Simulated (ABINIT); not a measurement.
# Sr (Fm-3m) in ABINIT: further runs

Aim: see how the results for Sr move with the level of theory and the settings. Levels: PBE, PBEsol. Tasks: single point, relaxation of cell and atoms.

Program: ABINIT 10.8.3 (patched build). These are calculated values, not measurements. Logs are shortened: lines on timing, memory, paths and dates and some standing lists are left out, and cuts for length are marked. The log counts tension as positive stress, the text compression.

## Step 1: Starting point

Symmetry: Fm-3m, No. 225, cubic system. Conventional cell: a = 6.085 Å, b = 6.085 Å, c = 6.085 Å, α = 90.00°, β = 90.00°, γ = 90.00°. Around Sr (site symmetry m-3m) lie 12 Sr at 4.30 Å.

## Step 2: Single point, PBE

Contents of run.abi:

```
# Pseudopotentials
pp_dirpath "./"
pseudos "Sr.upf"

# Structure
acell 4.3025326315 4.3025326315 4.3025326315 Angstrom
rprim
     0.0000000000     0.7071067812     0.7071067812
     0.7071067812     0.0000000000     0.7071067812
     0.7071067812     0.7071067812     0.0000000000
ntypat 1
znucl 38
natom 1
typat 1
xred
     0.0000000000     0.0000000000     0.0000000000

# Plane-wave basis
ecut 26.0

# k points
kptopt 1
ngkpt 6 6 6
nshiftk 1
shiftk 0.0 0.0 0.0

# Exchange and correlation
ixc 11

# Bands and occupations
nband 9
occopt 3
tsmear 0.05 eV

# SCF cycle
nstep 100
tolvrs 1.0e-10

# Output
iomode 3
prtwf 0
prtden 0
prteig 0
prtebands 0
enunit 2
```

Potentials or basis: PseudoDojo NC SR PBE v0.4.1 standard.

Started as:

```
$ mpirun --bind-to none -np 4 abinit run.abi > log 2>&1
```

run.abo:

```text
.Version 10.8.3 of ABINIT
 Symmetries : space group Fm -3 m (#225); Bravais cF (face-center cubic)
================================================================================
 Values of the parameters that define the memory need of the present run
     intxc =       0    ionmov =       0      iscf =       7    lmnmax =       6
     lnmax =       6     mgfft =      40  mpssoang =       3    mqgrid =    3001
     natom =       1  nloc_mem =       1    nspden =       1   nspinor =       1
    nsppol =       1      nsym =      48    n1xccc =    2501    ntypat =       1
    occopt =       3   xclevel =       2
       mpw =        2424          nfft =       64000          nkpt =          16
================================================================================
================================================================================

--------------------------------------------------------------------------------
------------- Echo of variables that govern the present computation ------------
--------------------------------------------------------------------------------
 -outvars: echo values of preprocessed input variables --------
            acell      8.1306083213E+00  8.1306083213E+00  8.1306083213E+00 Bohr
              amu      8.76200000E+01
             ecut      2.60000000E+01 Hartree
           enunit           2
              ixc          11
         kptrlatt        6    0    0      0    6    0      0    0    6
          kptrlen      4.87836499E+01
            natom           1
            nband           9
            ngfft          40      40      40
             nkpt          16
            nstep         100
             nsym          48
           ntypat           1
           occopt           3
           prtden           0
        prtebands           0
           prteig           0
            prtwf           0
            rprim      0.0000000000E+00  7.0710678120E-01  7.0710678120E-01
                       7.0710678120E-01  0.0000000000E+00  7.0710678120E-01
                       7.0710678120E-01  7.0710678120E-01  0.0000000000E+00
          spgroup         225
           tolvrs      1.00000000E-10
           tsmear      1.83746611E-03 Hartree
            typat      1
            znucl       38.00000

================================================================================

 chkinp: Checking input parameters for consistency.

================================================================================
== DATASET  1 ==================================================================

--- !DatasetInfo
iteration_state: {dtset: 1, }
dimensions: {natom: 1, nkpt: 16, mband: 9, nsppol: 1, nspinor: 1, nspden: 1, mpw: 2424, }
cutoff_energies: {ecut:  26.0, pawecutdg:  -1.0, }
electrons: {nelect:   1.00000000E+01, charge:   0.00000000E+00, occopt:   3.00000000E+00, tsmear:   1.83746611E-03, }
meta: {optdriver: 0, ionmov: 0, optcell: 0, iscf: 7, paral_kgb: 0, }
...

 Exchange-correlation functional for the present dataset will be:
  GGA: Perdew-Burke-Ernzerhof functional - ixc=11
  J.P.Perdew, K.Burke, M.Ernzerhof, PRL 77, 3865 (1996)

 Real(R)+Recip(G) space primitive vectors, cartesian coordinates (Bohr,Bohr^-1):
 R(1)=  0.0000000  5.7492083  5.7492083  G(1)= -0.0869685  0.0869685  0.0869685
 R(2)=  5.7492083  0.0000000  5.7492083  G(2)=  0.0869685 -0.0869685  0.0869685
 R(3)=  5.7492083  5.7492083  0.0000000  G(3)=  0.0869685  0.0869685 -0.0869685
 Unit cell volume ucvol=  3.8006171E+02 bohr^3
 Angles (23,13,12)=  6.00000000E+01  6.00000000E+01  6.00000000E+01 degrees

 getcut: wavevector=  0.0000  0.0000  0.0000  ngfft=  40  40  40
         ecut(hartree)=     26.000   => boxcut(ratio)=   2.14331

--- Pseudopotential description ------------------------------------------------
- pspini: atom type   1  psp file is ./Sr.upf
12 -101130 2 -1 1834                          pspcod,pspxc,lmax,lloc,mmax
     nproj     2     2     2

   1.28420479E+02                                ecore*ucvol(ha*bohr**3)
--------------------------------------------------------------------------------

================================================================================

--- !BeginCycle
iteration_state: {dtset: 1, }
solver: {iscf: 7, nstep: 100, nline: 4, wfoptalg: 0, }
tolerances: {tolvrs: 1.00E-10, }
...

     iter   Etot(hartree)      deltaE(h)  residm     vres2
 ETOT  1  -34.225763019867    -3.423E+01 3.997E-02 8.675E-01
 ETOT  2  -34.232117802562    -6.355E-03 2.188E-03 4.267E-02
 ETOT  3  -34.232119811525    -2.009E-06 5.129E-04 1.843E-03
 ETOT  4  -34.232119911293    -9.977E-08 5.789E-04 1.236E-04
 ETOT  5  -34.232119918221    -6.928E-09 6.123E-05 2.524E-06
 ETOT  6  -34.232119918428    -2.069E-10 1.057E-04 4.763E-08
 ETOT  7  -34.232119918433    -4.739E-12 1.962E-05 4.470E-09
 ETOT  8  -34.232119918433    -8.242E-13 7.629E-05 3.435E-11

 At SCF step    8       vres2   =  3.44E-11 < tolvrs=  1.00E-10 =>converged.

 Cartesian components of stress tensor (hartree/bohr^3)
  sigma(1 1)=  2.99069561E-05  sigma(3 2)=  0.00000000E+00
  sigma(2 2)=  2.99069561E-05  sigma(3 1)=  0.00000000E+00
  sigma(3 3)=  2.99069561E-05  sigma(2 1)=  0.00000000E+00

--- !ResultsGS
iteration_state: {dtset: 1, }
comment   : Summary of ground state results
lattice_vectors:
- [  0.0000000,   5.7492083,   5.7492083, ]
- [  5.7492083,   0.0000000,   5.7492083, ]
- [  5.7492083,   5.7492083,   0.0000000, ]
lattice_lengths: [   8.13061,    8.13061,    8.13061, ]
lattice_angles: [ 60.000,  60.000,  60.000, ] # degrees, (23, 13, 12)
lattice_volume:   3.8006171E+02
convergence: {deltae: -8.242E-13, res2:  3.435E-11, residm:  7.629E-05, diffor: null, }
etotal    :  -3.42321199E+01
entropy   :   0.00000000E+00
fermie    :   1.48589350E-01
cartesian_stress_tensor: # hartree/bohr^3
- [  2.99069561E-05,   0.00000000E+00,   0.00000000E+00, ]
- [  0.00000000E+00,   2.99069561E-05,   0.00000000E+00, ]
- [  0.00000000E+00,   0.00000000E+00,   2.99069561E-05, ]
pressure_GPa:  -8.7989E-01
xred      :
- [  0.0000E+00,   0.0000E+00,   0.0000E+00, Sr]
cartesian_forces: # hartree/bohr
- [ -0.00000000E+00,  -0.00000000E+00,  -0.00000000E+00, ]
force_length_stats: {min:   0.00000000E+00, max:   0.00000000E+00, mean:   0.00000000E+00, }
...

 Integrated electronic density in atomic spheres:
 ------------------------------------------------
 Atom  Sphere_radius  Integrated_density
    1        2.00000          6.64743265
================================================================================

 ----iterations are completed or convergence reached----

 Mean square residual over all n,k,spin=   88.780E-08; max=  76.285E-06
 reduced coordinates (array xred) for    1 atoms
       0.000000000000      0.000000000000      0.000000000000
 rms dE/dt=  0.0000E+00; max dE/dt=  0.0000E+00; dE/dt below (all hartree)
    1       0.000000000000      0.000000000000      0.000000000000

 cartesian coordinates (angstrom) at end:
    1      0.00000000000000     0.00000000000000     0.00000000000000

 cartesian forces (hartree/bohr) at end:
    1     -0.00000000000000    -0.00000000000000    -0.00000000000000
 frms,max,avg= 0.0000000E+00 0.0000000E+00   0.000E+00  0.000E+00  0.000E+00 h/b

 cartesian forces (eV/Angstrom) at end:
    1     -0.00000000000000    -0.00000000000000    -0.00000000000000
 frms,max,avg= 0.0000000E+00 0.0000000E+00   0.000E+00  0.000E+00  0.000E+00 e/A
 length scales=  8.130608321316  8.130608321316  8.130608321316 bohr
              =  4.302532631500  4.302532631500  4.302532631500 angstroms
 Fermi (or HOMO) energy (hartree) =   0.14859   Average Vxc (hartree)=  -0.27217
 Eigenvalues (hartree) for nkpt=  16  k points:
 kpt#   1, nband=  9, wtk=  0.00463, kpt=  0.0000  0.0000  0.0000 (reduced coord)
  -1.19777   -0.53207   -0.53207   -0.53207    0.01610    0.23440    0.23440    0.23440
   0.28706
      occupation numbers for kpt#   1
   2.00000    2.00000    2.00000    2.00000    2.00000    0.00000    0.00000    0.00000
   0.00000
 prteigrs : prtvol=0 or 1, do not print more k-points.

 Fermi (or HOMO) energy (eV) =   4.04332   Average Vxc (eV)=  -7.40617
 Eigenvalues (   eV  ) for nkpt=  16  k points:
 kpt#   1, nband=  9, wtk=  0.00463, kpt=  0.0000  0.0000  0.0000 (reduced coord)
 -32.59291  -14.47843  -14.47843  -14.47843    0.43823    6.37825    6.37825    6.37825
   7.81134
 prteigrs : prtvol=0 or 1, do not print more k-points.

--- !EnergyTerms
iteration_state     : {dtset: 1, }
comment             : Components of total free energy in Hartree
kinetic             :  9.07544675669818E+00
hartree             :  7.01551576626879E+00
xc                  : -8.30930263406414E+00
Ewald energy        : -1.99369280577050E+01
psp_core            :  3.37893753953932E-01
local_psp           : -2.74643284717920E+01
non_local_psp       :  5.05030663104232E+00
internal            : -3.42313962555979E+01
'-kT*entropy'       : -7.23662835506157E-04
total_energy        : -3.42321199184334E+01
total_energy_eV     : -9.31503437119231E+02
band_energy         : -5.39578050038658E+00
...

 Cartesian components of stress tensor (hartree/bohr^3)
  sigma(1 1)=  2.99069561E-05  sigma(3 2)=  0.00000000E+00
  sigma(2 2)=  2.99069561E-05  sigma(3 1)=  0.00000000E+00
  sigma(3 3)=  2.99069561E-05  sigma(2 1)=  0.00000000E+00

-Cartesian components of stress tensor (GPa)         [Pressure= -8.7989E-01 GPa]
- sigma(1 1)=  8.79893027E-01  sigma(3 2)=  0.00000000E+00
- sigma(2 2)=  8.79893027E-01  sigma(3 1)=  0.00000000E+00
- sigma(3 3)=  8.79893027E-01  sigma(2 1)=  0.00000000E+00

== END DATASET(S) ==============================================================
================================================================================

 -outvars: echo values of variables after computation  --------
            acell      8.1306083213E+00  8.1306083213E+00  8.1306083213E+00 Bohr
           etotal     -3.4232119918E+01
            fcart     -0.0000000000E+00 -0.0000000000E+00 -0.0000000000E+00
            rprim      0.0000000000E+00  7.0710678120E-01  7.0710678120E-01
                       7.0710678120E-01  0.0000000000E+00  7.0710678120E-01
                       7.0710678120E-01  7.0710678120E-01  0.0000000000E+00
           strten      2.9906956110E-05  2.9906956110E-05  2.9906956110E-05
                       0.0000000000E+00  0.0000000000E+00  0.0000000000E+00
 Calculation completed.
```

Run time: 4.3 s. Hardware: 4 MPI ranks of Intel Xeon Platinum 8259CL at 2.50GHz (Skylake/Cascade Lake), shared host; peak memory 0.28 GiB.

What came out:

```
Free energy                                           : -931.5034 eV
Valence electrons inside the program's atomic spheres : Sr 6.65 (radii [1.0584] Å)
```

Levels at points of the mesh, in eV from the Fermi level:
```
           k point  band 3  band 4  band 5  band 6  band 7  band 8
(0.00, 0.00, 0.00)  -18.52  -18.52   -3.61    2.33    2.33    2.33
(0.50, 0.00, 0.00)  -18.55  -18.55   -1.10    0.03    2.18    2.18
(0.50, 0.50, 0.00)  -18.59  -18.59   -0.61    0.38    1.00    4.79
```

Caveat: the cutoff is too short for stress, so the log's stress isn't used.

(Part 1 of 2 ends here.)
